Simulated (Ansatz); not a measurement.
# CaO: how the settings move a single-point run

How sensitive is a single-point run of CaO to its settings? A reference run comes first, then one run with altered input.

The COD cell was measured well above room temperature, so it is larger than a cold one.

Program: Ansatz 0.2.0. Level of theory: reference: DFT, PBE, all-electron LAPW, scalar-relativistic. These are calculated values, not measurements.

## 1. The structure to begin with

It takes space group Immm (No. 71, orthorhombic). The conventional cell has a = 3.394 Å, b = 3.533 Å, c = 4.898 Å, α = 90.00°, β = 90.00°, γ = 90.00°. Ca (site symmetry mmm) is surrounded by 6 O at 2.45 Å. O (site symmetry mmm) has 6 Ca at 2.45 Å as nearest neighbours.

Structure file:

```cif
data_structure
_symmetry_space_group_name_H-M 'Immm'
_symmetry_Int_Tables_number 71
_cell_length_a 3.3941
_cell_length_b 3.5327
_cell_length_c 4.8980
_cell_angle_alpha 90.000
_cell_angle_beta 90.000
_cell_angle_gamma 90.000
_cell_volume 58.73
loop_
_atom_site_label
_atom_site_type_symbol
_atom_site_symmetry_multiplicity
_atom_site_Wyckoff_symbol
_atom_site_fract_x
_atom_site_fract_y
_atom_site_fract_z
_atom_site_occupancy
Ca1 Ca 2 a 0.00000 0.00000 0.00000 1
O1 O 2 c 0.00000 0.00000 0.50000 1
```

## 2. Baseline

Contents of input.yaml:

```yaml
crystal:
  lattice:
    - [-0.04898, 2.449, 2.449]
    - [2.449, -0.04898, 2.449]
    - [2.40002, 2.40002, 0.0]
  atoms:
    - { symbol: Ca, position: [0.0, 0.0, 0.0] }
    - { symbol: O, position: [0.5, 0.5, 0.5] }
kpoints:
  mp_grid: { grid: [9, 9, 9] }
scf:
  occupations: { method: fermi_dirac, width: 0.03 }
hamiltonian:
  xc: pbe
  pseudopotentials: { kind: all_electron, lapw: { basis_error: 0.00025 } }
output:
  forces: true
  stress: true
  eigenvalues: true
```

On the command line:

```
> ansatz run input.yaml --threads 1 --pin off --max-ram 2048MiB --backend cpu --events-out ev --progress --plain --runs-dir out
```

## 3. Changing settings: mp_grid.grid [6, 6, 6], scf.algorithm density_mixing

input.yaml: that of step 2 with these lines changed.

```diff
@@ -9,5 +9,6 @@
 kpoints:
-  mp_grid: { grid: [9, 9, 9] }
+  mp_grid: { grid: [6, 6, 6] }
 scf:
   occupations: { method: fermi_dirac, width: 0.03 }
+  algorithm: density_mixing
 hamiltonian:
```

Before running it: what results should come out? Wanted: for each run, ending; energy change; pressure; gap; force.

The runs gave:

```csv
run,ending,energy change,pressure (GPa),gap (eV),force (eV/Å),cycles,time
reference,converged,0,-4.0,3.63,0.00,8,20 s
"1: mp_grid.grid [6, 6, 6], scf.algorithm density_mixing",converged,+0.1 meV/atom,-4.0,3.58,0.00,8,8.3 s
```

Residual by cycle in the longest SCF loop of each run; runs are numbered as in the table. The quantity is the density residual dr2, in eV.

```csv
cycle,reference,run 1
1,2.32,2.32
2,0.622,0.618
3,0.146,0.145
4,0.0269,0.0264
5,0.00866,0.00846
6,1.9e-4,1.8e-4
7,1.0e-6,9.7e-7
8,8.4e-10,8.0e-10
```

What this shows: Changing the k-point mesh and solver moves the energy by +0.1 meV/atom, and the gap on the mesh goes from 3.63 to 3.58 eV. The energy is not variational in the mesh, so the sign tells nothing. A gap read on a mesh depends on which points the mesh holds, and a coarse mesh shifts the density too. Cost: 8.3 s against 20 s.

The gaps are Kohn-Sham values of a semilocal functional, not quasiparticle or optical gaps. Such gaps usually fall short of the measured ones.
